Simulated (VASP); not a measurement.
A run of VASP 6.6.1 is set up as follows.

File INCAR:

```
ALGO = Fast ; EDIFF = 1E-6
ENCUT = 520 ; GGA = PS
ISIF = 2 ; ISMEAR = 0
LASPH = T ; LCHARG = F
LREAL = F ; LWAVE = F
NBANDS = 12 ; NELM = 100
PREC = Accurate ; SIGMA = 0.1
```

KPOINTS

```
k-points
0
Gamma
  15 15 15
```

Contents of POSCAR:

```
P
1.0
    1.7132924525      0.9891698586      2.9115578036
   -1.7132924525      0.9891698586      2.9115578036
    0.0000000000     -1.9783397173      2.9115578036
P
2
Direct
    0.2340199604      0.2340199604      0.2340199604
    0.7659800396      0.7659800396      0.7659800396
```

Potentials or basis: VASP PAW PBE potentials, release 64 (P).

Run with:

```sh
$ cat potpaw_PBE.64/P/POTCAR > POTCAR
$ mpirun -np 1 vasp_std > vasp.out
```

(1) What does it give for the band gap on the k mesh?

(2) Predict the pressure.

## Answers

(1) none (metal or under the smearing width).

(2) 1.6 GPa.

Caveat: the PAW data sets were made with another functional, which shifts forces and pressure a little.
